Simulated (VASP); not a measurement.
Write the native input for VASP 6.6.1 that does the following.

```yaml
Task: single point
Functional: r2SCAN
Potentials_or_basis: VASP PAW PBE potentials, release 64 (Sb)
Cutoff: 520 eV
k_mesh: 18 × 18 × 18
Occupations: gaussian, width 0.15 eV
Spin: no spin polarisation
Dipole_correction: no
Further_INCAR_settings: ALGO = Normal; EDIFF = 1e-06; NBANDS = 8
```

Sb:

```
Sb
1.0
    -1.87134    1.87134    1.87134
     1.87134   -1.87134    1.87134
     1.87134    1.87134   -1.87134
Sb
1
Direct
  0.00000 0.00000 0.00000
```

This isn't the form of Sb at room conditions, which is rhombohedral.

These files were run (other wordings do the same):

POSCAR

```
Sb
1.0
   -1.8713408863      1.8713408863      1.8713408863
    1.8713408863     -1.8713408863      1.8713408863
    1.8713408863      1.8713408863     -1.8713408863
Sb
1
Direct
    0.0000000000      0.0000000000      0.0000000000
```

INCAR.step1

```
SYSTEM = Sb
PREC = Accurate ; ENCUT = 520
ISMEAR = 0 ; SIGMA = 0.15
LREAL = .False. ; LASPH = .True.
NELM = 100 ; NBANDS = 8
GGA = PE ; ALGO = Normal
EDIFF = 1E-4 ; LWAVE = .True.
LCHARG = .False.
```

INCAR.step2

```
SYSTEM = Sb
PREC = Accurate ; ENCUT = 520
EDIFF = 1E-6 ; ISMEAR = 0
SIGMA = 0.15 ; LREAL = .False.
LASPH = .True. ; NELM = 100
ALGO = Normal ; ISIF = 2
LWAVE = .False. ; LCHARG = .False.
METAGGA = R2SCAN ; LMIXTAU = .True.
NBANDS = 8 ; ISTART = 1
```

KPOINTS

```
regular mesh
0
Gamma
  18 18 18
  0 0 0
```

Potentials or basis: VASP PAW PBE potentials, release 64 (Sb).

Launch:

```sh
$ cat potpaw_PBE.64/Sb/POTCAR > POTCAR
$ cp INCAR.step1 INCAR
$ mpirun -np 1 vasp_std > vasp.out
$ cp INCAR.step2 INCAR
$ mpirun -np 1 vasp_std > vasp.out
```

Results of the run:

```json
{
  "Pressure": "1.8 GPa",
  "Band gap on the k mesh": "none (metal or under the smearing width)"
}
```

Caveat: the PAW data sets were made with another functional, which shifts forces and pressure a little.

It took 79 s on 1 thread of Intel(R) Xeon(R) Platinum 8488C (Sapphire Rapids), on a shared host, peak memory 0.17 GiB.
